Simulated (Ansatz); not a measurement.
**CuO (Tenorite) in Ansatz: the effect of functional**

The system is CuO (Tenorite).

```
CELL_PARAMETERS angstrom
2.29679 -1.67842 0.00000
2.29679 1.67842 0.00000
-0.84299 0.00000 4.95615
ATOMIC_POSITIONS crystal
Cu 0.49680 0.00320 0.50000
Cu 0.00320 0.49680 0.00000
O 0.40560 0.57140 0.75370
O 0.57140 0.40560 0.25370
```

The cell isn't the ideal one: volume scaled by 0.94.

Alike in all runs:

```yaml
Program: Ansatz 0.2.0
Task: single point
Potentials_or_basis: Ansatz PAW
k_mesh: 10 × 10 × 5
Occupations: fermi-dirac, width 0.05 eV
Spin: no spin polarisation
```

Problem. One run gave: pressure 2.0 GPa; largest force 0.86 eV/Å. Which functional did it use?
A. LDA
B. PBEsol
C. r2SCAN

Solution. A.

```tsv
functional	cutoff	pressure (GPa)	largest force (eV/Å)
LDA	420 eV (not typed: the program's choice for these potentials)	2.0	0.86
PBEsol	420 eV (not typed: the program's choice for these potentials)	9.7	0.91
r2SCAN	500 eV (not typed: the program's choice for these potentials)	11.5	0.94
```

Caveats: the run has no spin polarisation, though such a crystal can be magnetic; the PAW data sets come from PBE, with cores solved anew for the run's functional, which leaves a small shift of forces and pressure.
